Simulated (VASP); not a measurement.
# SiC (Fm-3m) in VASP: further runs

The runs below take SiC through relaxation of cell and atoms, with LDA.

Program: VASP 6.6.1. These are calculated values, not measurements. Logs are shortened: lines on timing, memory, paths and dates and some standing lists are left out, and cuts for length are marked.

## Step 1: The crystal as given

It takes space group Fm-3m (No. 225, cubic). Conventional cell: a = 4.239 Å, b = 4.239 Å, c = 4.239 Å, α = 90.00°, β = 90.00°, γ = 90.00°. Si (site symmetry m-3m) has 6 C at 2.12 Å as nearest neighbours. C (site symmetry m-3m) has 6 Si at 2.12 Å as nearest neighbours.

The cell was built by a generator and needn't be a form met in nature.

## Step 2: Relaxation of cell and atoms, LDA

Contents of INCAR:

```
  ALGO = Normal
  EDIFF = 1E-6
  EDIFFG = -0.01
  ENCUT = 600
  GGA = CA
  IBRION = 2
  ISIF = 3
  ISMEAR = 0
  LASPH = T
  LCHARG = F
  LREAL = F
  LWAVE = F
  NELM = 80
  NSW = 90
  PREC = Accurate
  SIGMA = 0.03
```

Contents of KPOINTS:

```
k-points
0
Gamma
  12 12 12
```

Contents of POSCAR:

```
SiC
1.0
    0.0000000000      2.1192710500      2.1192710500
    2.1192710500      0.0000000000      2.1192710500
    2.1192710500      2.1192710500      0.0000000000
Si C
1 1
Direct
    0.0000000000      0.0000000000      0.0000000000
    0.5000000000      0.5000000000      0.5000000000
```

Potentials or basis: VASP PAW LDA potentials, release 64 (Si, C).

The run is started by

```console
$ cat potpaw_LDA.64/Si/POTCAR potpaw_LDA.64/C/POTCAR > POTCAR
$ mpirun -np 1 vasp_std > vasp.out
```

OUTCAR:

```text
EDIFF = 1E-6
   EDIFFG = -0.01
   ENCUT = 600
   GGA = CA
   IBRION = 2
   ISIF = 3
   ISMEAR = 0
   LASPH = T
   LREAL = F
   NELM = 80
   NSW = 90
   PREC = Accurate

 ion  position               nearest neighbor table
   1  0.000  0.000  0.000-   2 2.12   2 2.12   2 2.12   2 2.12   2 2.12   2 2.12
   2  0.500  0.500  0.500-   1 2.12   1 2.12   1 2.12   1 2.12   1 2.12   1 2.12

  LATTYP: Found a face centered cubic cell.
 ALAT       =     4.2385421000

  Lattice vectors:

 A1 = (   0.0000000000,   2.1192710500,   2.1192710500)
 A2 = (   2.1192710500,   0.0000000000,   2.1192710500)
 A3 = (   2.1192710500,   2.1192710500,   0.0000000000)

Analysis of symmetry for initial positions (statically):
=====================================================================
 Subroutine PRICEL returns:
 Original cell was already a primitive cell.

 Routine SETGRP: Setting up the symmetry group for a
 face centered cubic supercell.

 Subroutine GETGRP returns: Found 48 space group operations
 (whereof 48 operations were pure point group operations)
 out of a pool of 48 trial point group operations.

The static configuration has the point symmetry O_h .

Analysis of symmetry for dynamics (positions and initial velocities):
=====================================================================
 Subroutine PRICEL returns:
 Original cell was already a primitive cell.

 Routine SETGRP: Setting up the symmetry group for a
 face centered cubic supercell.

 Subroutine GETGRP returns: Found 48 space group operations
 (whereof 48 operations were pure point group operations)
 out of a pool of 48 trial point group operations.

The dynamic configuration has the point symmetry O_h .

 Subroutine INISYM returns: Found 48 space group operations
 (whereof 48 operations are pure point group operations),
 and found     1 'primitive' translations

----------------------------------------------------------------------------------------

                                     Primitive cell

  volume of cell :      19.0366

  direct lattice vectors                    reciprocal lattice vectors
     0.000000000  2.119271050  2.119271050    -0.235930180  0.235930180  0.235930180
     2.119271050  0.000000000  2.119271050     0.235930180 -0.235930180  0.235930180
     2.119271050  2.119271050  0.000000000     0.235930180  0.235930180 -0.235930180

  length of vectors
     2.997101861  2.997101861  2.997101861     0.408643059  0.408643059  0.408643059

  position of ions in fractional coordinates (direct lattice)
     0.000000000  0.000000000  0.000000000
     0.500000000  0.500000000  0.500000000

  ion indices of the primitive-cell ions
   primitive index   ion index
                 1           1
                 2           2

----------------------------------------------------------------------------------------

 KPOINTS: k-points

Automatic generation of k-mesh.
 Grid dimensions read from file:
 generate k-points for:   12   12   12

 Generating k-lattice:

  Cartesian coordinates                     Fractional coordinates (reciprocal lattice)
    -0.019660848  0.019660848  0.019660848     0.083333333  0.000000000  0.000000000
     0.019660848 -0.019660848  0.019660848     0.000000000  0.083333333  0.000000000
     0.019660848  0.019660848 -0.019660848     0.000000000  0.000000000  0.083333333

  Length of vectors
     0.034053588  0.034053588  0.034053588

  Shift w.r.t. Gamma in fractional coordinates (k-lattice)
     0.000000000  0.000000000  0.000000000

 Subroutine IBZKPT returns following result:
 ===========================================

 Found     72 irreducible k-points:

 Following reciprocal coordinates:
            Coordinates               Weight
  0.000000  0.000000  0.000000      1.000000
  0.083333  0.000000  0.000000      8.000000
  0.166667  0.000000  0.000000      8.000000
  0.250000  0.000000  0.000000      8.000000
  0.333333  0.000000  0.000000      8.000000
  0.416667  0.000000  0.000000      8.000000
[... 16 lines left out ...]
  0.500000  0.166667  0.000000     24.000000
 -0.416667  0.166667  0.000000     24.000000
 [... further k-points ...]
   k-points           NKPTS =     72   k-points in BZ     NKDIM =     72   number of bands    NBANDS=      8
   number of dos      NEDOS =    301   number of ions     NIONS =      2
   total plane-waves  NPLWV =  13824
   dimension x,y,z NGX =    24 NGY =   24 NGZ =   24
   dimension x,y,z NGXF=    48 NGYF=   48 NGZF=   48
   ions per type =               1   1
   NGX,Y,Z   is equivalent  to a cutoff of  13.31, 13.31, 13.31 a.u.
   NGXF,Y,Z  is equivalent  to a cutoff of  26.63, 26.63, 26.63 a.u.
 SYSTEM =  unknown system
   PREC   = accura    normal or accurate (medium, high low for compatibility)
   ISTART =      0    job   : 0-new  1-cont  2-samecut
   ICHARG =      2    charge: 1-file 2-atom 10-const
   ISPIN  =      1    spin polarized calculation?
   LNONCOLLINEAR =      F non collinear calculations
   LSORBIT =      F    spin-orbit coupling
   LASPH  =      T    aspherical Exc in radial PAW
   ENCUT  =  600.0 eV  44.10 Ry    6.64 a.u.   5.99  5.99  5.99*2*pi/ulx,y,z
   NELM   =     80;   NELMIN=  2; NELMDL= -5     # of ELM steps
   EDIFF  = 0.1E-05   stopping-criterion for ELM
   LREAL  =      F    real-space projection
   EDIFFG = -.1E-01   stopping-criterion for IOM
   NSW    =     90    number of steps for IOM
   IBRION =      2    ionic relax: 0-MD 1-quasi-New 2-CG
   NFREE  =      1    steps in history (QN), initial steepest desc. (CG)
   ISIF   =      3    stress and relaxation
   ISYM   =      2    0-nonsym 1-usesym 2-fastsym
   POTIM  = 0.5000    time-step for ionic-motion
   TEBEG  =    0.0;   TEEND  =   0.0 temperature during run
   PSTRESS=    0.0 pullay stress
   NELECT =       8.0000    total number of electrons
   NUPDOWN=      -1.0000    fix difference up-down
   EMIN   =  10.00;   EMAX   =-10.00  energy-range for DOS
   EFERMI =   0.00;   METHOD = LEGACY
   ISMEAR =     0;   SIGMA  =   0.03  broadening in eV -4-tet -1-fermi 0-gaus
   EFERMI_NEDOS =   21; number of points for ismear=-14 and -15
   IALGO  =     38    algorithm
   IMIX   =      4    mixing-type and parameters
     AMIX     =   0.40;   BMIX     =  1.00
     AMIX_MAG =   1.60;   BMIX_MAG =  1.00
  volume/ion in A,a.u.               =       9.52        64.23
  Fermi-wavevector in a.u.,A,eV,Ry     =   1.226239  2.317255 20.458552  1.503661
  Thomas-Fermi vector in A             =   2.361247
   LORBIT       =      0    0 simple, 1 ext, 2 COOP (PROOUT), +10 PAW based schemes
   GGA     = CA    functional components
   LHFCALC =     F    Hartree Fock is set to
   AEXX    =    0.0000 exact exchange contribution
   IVDW    =     0    specifies the selected vdW correction
   LEPSILON=     F    determine dielectric tensor
   LRPA    =     F    only Hartree local field effects (RPA)
 conjugate gradient relaxation of ions
 non-spin polarized calculation
 Gauss-broadening in eV      SIGMA  =   0.03
  energy-cutoff  :      600.00
  volume of cell :       19.04
 maximum number of plane-waves:       650
   NGX = 11   NGY = 11   NGZ = 11

--------------------------------------- Ionic step        1  -------------------------------------------

 number of electron       7.9999999 magnetization

 Free energy of the ion-electron system (eV)
  ---------------------------------------------------
  ext. energy  EPLUGINS =         0.00000000
  ---------------------------------------------------
  free energy    TOTEN  =       -14.97922092 eV

  energy without entropy =      -14.97886521  energy(sigma->0) =      -14.97904307

------------------------ aborting loop because EDIFF is reached ----------------------------------------

  FORCE on cell =-STRESS in cart. coord.  units (eV):
  Direction    XX          YY          ZZ          XY          YZ          ZX
  --------------------------------------------------------------------------------------
  -------------------------------------------------------------------------------------
  Total       -3.6552990     -3.6552990     -3.6552990      0.0000000     -0.0000000      0.0000000
  in kB     -307.6408364   -307.6408364   -307.6408364      0.0000000     -0.0000000      0.0000000
  external PRESSURE =    -307.6408364 kB  Pullay stress =       0.0000000 kB
[... 89 lines left out ...]
  FREE ENERGIE OF THE ION-ELECTRON SYSTEM (eV)
  ---------------------------------------------------
  free  energy   TOTEN  =       -15.3087130770 eV

  energy  without entropy=      -15.3084621054  energy(sigma->0) =      -15.30858759

[... ionic steps 4 to 13 ...]

--------------------------------------- Ionic step       14  -------------------------------------------

 number of electron       8.0000000 magnetization

------------------------ aborting loop because EDIFF is reached ----------------------------------------

  FORCE on cell =-STRESS in cart. coord.  units (eV):
  Direction    XX          YY          ZZ          XY          YZ          ZX
  --------------------------------------------------------------------------------------
  -------------------------------------------------------------------------------------
  Total       -0.0344663     -0.0344663     -0.0344663      0.0000000      0.0000000     -0.0000000
  in kB       -3.4141775     -3.4141775     -3.4141775      0.0000000      0.0000000     -0.0000000
  external PRESSURE =      -3.4141775 kB  Pullay stress =       0.0000000 kB
[... 57 lines left out ...]
  energy  without entropy=      -15.3085271455  energy(sigma->0) =      -15.30863145

--------------------------------------- Ionic step       16  -------------------------------------------

 number of electron       8.0000000 magnetization

 Free energy of the ion-electron system (eV)
  ---------------------------------------------------
  ext. energy  EPLUGINS =         0.00000000
  ---------------------------------------------------
  free energy    TOTEN  =       -15.30874044 eV

  energy without entropy =      -15.30851602  energy(sigma->0) =      -15.30862823

 E-fermi :  12.7501     XC(G=0): -12.9319

 val. band max:       12.7052715120   @ k =   0.5000   0.4167   0.0000
 cond. band min:      12.7632063566   @ k =  -0.1667   0.0833   0.0000
 fundamental gap:      0.0579348446
 Fermi energy:        12.7500842835

 k-point     1 :       0.0000    0.0000    0.0000
  band No.  band energies     occupation
      1      -5.8570      2.00000
      2      12.8007      0.01697
      3      12.8007      0.01697
      4      12.8007      0.01697
      5      20.8694      0.00000
      6      21.7498      0.00000
      7      21.7498      0.00000
      8      21.7498      0.00000
[... 243 lines left out ...]
 k-point    24 :      -0.4167    0.1667    0.0000
  band No.  band energies     occupation
      1      -0.2204      2.00000
      2       1.9287      2.00000
      3       8.7494      2.00000
      4      10.8876      2.00000
      5      16.3914      0.00000
      6      19.7098      0.00000
      7      21.1793      0.00000
      8      25.6901      0.00000

 [... further k-points ...]
[... 5 lines left out ...]
  --------------------------------------------------------------------------------------
  -------------------------------------------------------------------------------------
  Total        0.0089588      0.0089588      0.0089588      0.0000000     -0.0000000      0.0000000
  in kB        0.8888129      0.8888129      0.8888129      0.0000000     -0.0000000      0.0000000
  external PRESSURE =       0.8888129 kB  Pullay stress =       0.0000000 kB
[... 17 lines left out ...]
  FREE ENERGIE OF THE ION-ELECTRON SYSTEM (eV)
  ---------------------------------------------------
  free  energy   TOTEN  =       -15.3087404389 eV

  energy  without entropy=      -15.3085160238  energy(sigma->0) =      -15.30862823

 reached required accuracy - stopping structural energy minimisation
```

It took 20 s on 1 thread of Intel Xeon 6975P-C (Granite Rapids), shared host; peak memory 0.13 GiB.

Results:

| Property | Result |
| --- | --- |
| Free energy | -15.3087 eV |
| Relaxed volume | 8.07 Å³/atom |
| Relaxed cell | a = 2.837 Å, b = 2.837 Å, c = 2.837 Å, α = 60.00°, β = 60.00°, γ = 60.00° |
| Space group after relaxing (to 0.05 Å) | Fm-3m (No. 225) |
| Energy gained by relaxing | 164.8 meV/atom |
| Ionic steps | 16 |
| Pressure after relaxing | 0.1 GPa |
| Band gap on the k mesh | none (metal or under the smearing width) |

The path:
```tsv
step	energy change (eV)	largest force (eV/Å)	pressure (GPa)	volume (Å³)
1	0.0000	0.0000	-30.76	19.04
2	-0.1533	0.0000	37.50	14.43
3	-0.3295	0.0000	0.38	16.13
4	-0.3295	0.0000	-0.53	16.19
5	-0.3295	0.0000	-0.52	16.18
6	-0.3295	0.0000	-0.48	16.18
7	-0.3295	0.0000	-0.47	16.18
8	-0.3295	0.0000	-0.47	16.18
9	-0.3295	0.0000	-0.47	16.18
10	-0.3295	0.0000	-0.46	16.18
11	-0.3295	0.0000	-0.46	16.18
12	-0.3295	0.0000	-0.44	16.18
13	-0.3295	0.0000	-0.41	16.18
14	-0.3295	0.0000	-0.34	16.17
15	-0.3295	0.0000	-0.21	16.17
16	-0.3295	0.0000	0.09	16.15
```

Final structure:
```cif
data_structure
_symmetry_space_group_name_H-M 'P 1'
_symmetry_Int_Tables_number 1
_cell_length_a 2.8372
_cell_length_b 2.8372
_cell_length_c 2.8372
_cell_angle_alpha 60.000
_cell_angle_beta 60.000
_cell_angle_gamma 60.000
_cell_volume 16.15
loop_
_atom_site_label
_atom_site_type_symbol
_atom_site_fract_x
_atom_site_fract_y
_atom_site_fract_z
_atom_site_occupancy
Si1 Si 0.00000 0.00000 0.00000 1
C1 C 0.50000 0.50000 0.50000 1
```

Caveat: the volume moved by over 15 % at a fixed basis, so the end points are rough.

## Step 3: Relaxation of cell and atoms, LDA

This run uses another cell than the first one, of 8.07 Å³/atom, 0.848 times its volume.

INCAR: that of step 2 with these lines changed.

```diff
@@ -1,4 +1,4 @@
   ALGO = Normal
-  EDIFF = 1E-6
-  EDIFFG = -0.01
+  EDIFF = 1E-7
+  EDIFFG = -0.005
   ENCUT = 600
```

KPOINTS is that of step 2.

Contents of POSCAR:

```
SiC                                     
1.0
    0.0000000000      2.0061944410      2.0061944410
    2.0061944410      0.0000000000      2.0061944410
    2.0061944410      2.0061944410      0.0000000000
  Si              C             
     1     1
Direct
     0.0000000000000000    0.0000000000000000    0.0000000000000000
     0.5000000000000000    0.5000000000000000    0.5000000000000000
```

Potentials or basis: VASP PAW LDA potentials, release 64 (Si, C).

The run is started by

```console
$ cat potpaw_LDA.64/Si/POTCAR potpaw_LDA.64/C/POTCAR > POTCAR
$ mpirun -np 1 vasp_std > vasp.out
```

OUTCAR:

```text
EDIFF = 1E-7
   EDIFFG = -0.005
   ENCUT = 600
   GGA = CA
   IBRION = 2
   ISIF = 3
   ISMEAR = 0
   LASPH = T
   LREAL = F
   NELM = 80
   NSW = 90
   PREC = Accurate

 ion  position               nearest neighbor table
   1  0.000  0.000  0.000-   2 2.01   2 2.01   2 2.01   2 2.01   2 2.01   2 2.01
   2  0.500  0.500  0.500-   1 2.01   1 2.01   1 2.01   1 2.01   1 2.01   1 2.01

  LATTYP: Found a face centered cubic cell.
 ALAT       =     4.0123888820

  Lattice vectors:

 A1 = (   0.0000000000,   2.0061944410,   2.0061944410)
 A2 = (   2.0061944410,   0.0000000000,   2.0061944410)
 A3 = (   2.0061944410,   2.0061944410,   0.0000000000)

Analysis of symmetry for initial positions (statically):
=====================================================================
 Subroutine PRICEL returns:
 Original cell was already a primitive cell.

 Routine SETGRP: Setting up the symmetry group for a
 face centered cubic supercell.

 Subroutine GETGRP returns: Found 48 space group operations
 (whereof 48 operations were pure point group operations)
 out of a pool of 48 trial point group operations.

The static configuration has the point symmetry O_h .

Analysis of symmetry for dynamics (positions and initial velocities):
=====================================================================
 Subroutine PRICEL returns:
 Original cell was already a primitive cell.

[... 227 lines left out ...]
--------------------------------------- Ionic step        3  -------------------------------------------

 number of electron       8.0000000 magnetization

 Free energy of the ion-electron system (eV)
  ---------------------------------------------------
  ext. energy  EPLUGINS =         0.00000000
  ---------------------------------------------------
  free energy    TOTEN  =       -15.30419087 eV

  energy without entropy =      -15.30397807  energy(sigma->0) =      -15.30408447

 E-fermi :  12.7411     XC(G=0): -12.9292

 val. band max:       12.6920399058   @ k =   0.5000   0.4167   0.0000
 cond. band min:      12.7546972562   @ k =  -0.1667   0.0833   0.0000
 fundamental gap:      0.0626573504
 Fermi energy:        12.7411205402

 k-point     1 :       0.0000    0.0000    0.0000
  band No.  band energies     occupation
      1      -5.8593      2.00000
      2      12.7915      0.01756
      3      12.7915      0.01756
      4      12.7915      0.01756
      5      20.8489      0.00000
      6      21.7397      0.00000
      7      21.7397      0.00000
      8      21.7397      0.00000
[... 243 lines left out ...]
 k-point    24 :      -0.4167    0.1667    0.0000
  band No.  band energies     occupation
      1      -0.2252      2.00000
      2       1.9241      2.00000
      3       8.7427      2.00000
      4      10.8803      2.00000
      5      16.3789      0.00000
      6      19.6964      0.00000
      7      21.1654      0.00000
      8      25.6718      0.00000

 [... further k-points ...]

------------------------ aborting loop because EDIFF is reached ----------------------------------------

  FORCE on cell =-STRESS in cart. coord.  units (eV):
  Direction    XX          YY          ZZ          XY          YZ          ZX
  --------------------------------------------------------------------------------------
  -------------------------------------------------------------------------------------
  Total       -0.0001976     -0.0001976     -0.0001976     -0.0000000     -0.0000000     -0.0000000
  in kB       -0.0195901     -0.0195901     -0.0195901     -0.0000000     -0.0000000     -0.0000000
  external PRESSURE =      -0.0195901 kB  Pullay stress =       0.0000000 kB
[... 17 lines left out ...]
  FREE ENERGIE OF THE ION-ELECTRON SYSTEM (eV)
  ---------------------------------------------------
  free  energy   TOTEN  =       -15.3041908660 eV

  energy  without entropy=      -15.3039780678  energy(sigma->0) =      -15.30408447

 reached required accuracy - stopping structural energy minimisation
```

Run time: 9 s. Hardware: 1 thread of Intel Xeon 6975P-C (Granite Rapids), shared host; peak memory 0.12 GiB.

Results:

```yaml
Free_energy: -15.3042 eV
Relaxed_volume: 8.08 Å³/atom
Relaxed_cell: a = 2.838 Å, b = 2.838 Å, c = 2.838 Å, α = 60.00°, β = 60.00°, γ = 60.00°
Space_group_after_relaxing_to_0.05_Å: Fm-3m (No. 225)
Energy_gained_by_relaxing: 0.0 meV/atom
Ionic_steps: 3
Pressure_after_relaxing: 0.0 GPa
Band_gap_on_the_k_mesh: none (metal or under the smearing width)
```

Final structure:
```
Si C
1.0
     0.00000    2.00661    2.00661
     2.00661    0.00000    2.00661
     2.00661    2.00661    0.00000
Si C
1 1
Direct
  0.00000 0.00000 0.00000
  0.50000 0.50000 0.50000
```

Levels at points of the mesh, in eV from the Fermi level:
```tsv
k point	band 1	band 2	band 3	band 4	band 5	band 6	band 7	band 8
(0.00, 0.00, 0.00)	-18.60	0.05	0.05	0.05	8.11	9.00	9.00	9.00
(0.50, 0.00, 0.00)	-13.28	-11.67	-1.05	-1.05	5.37	5.37	6.22	9.82
(0.50, 0.50, 0.00)	-11.43	-9.96	-4.34	-4.34	-0.70	2.46	15.06	15.06
```
